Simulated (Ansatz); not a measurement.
Runs of Ansatz 0.2.0 on TiO2. Symmetry: Imma, No. 74, orthorhombic system. The conventional cell has a = 5.946 Å, b = 6.575 Å, c = 6.575 Å, α = 90.00°, β = 90.00°, γ = 90.00°. Ti (site symmetry 2/m) has 6 O at 1.96 to 2.00 Å as nearest neighbours. Ti (site symmetry mm2) is surrounded by 6 O at 1.94 to 2.00 Å. O (site symmetry m) has 3 Ti at 1.94 to 2.00 Å as nearest neighbours. O (site symmetry m) is surrounded by 3 Ti at 1.96 to 2.00 Å. The cell is a database's computed one.

```tsv
potentials or basis	cutoff (eV)	gap on the mesh (eV)	pressure (GPa)	largest force (eV/Å)
Ansatz PAW	420	1.84	-1.4	0.06
Ansatz NC	1240	1.84	-1.5	0.06
JTH PAW	1380	1.83	-1.0	(a)
Ansatz PAW earlier set	930	1.83	-1.3	0.06
Ansatz PAW earlier set	910	1.83	-1.3	0.06
```

Alike in all rows: task single point; level PBE; no spin polarisation; cell as given; k mesh 6 × 6 × 6; smearing fermi-dirac 0.05 eV.

**Question.** Estimate the missing entries.

**Answer.** (a) 0.05.

A k mesh can miss the band edges.
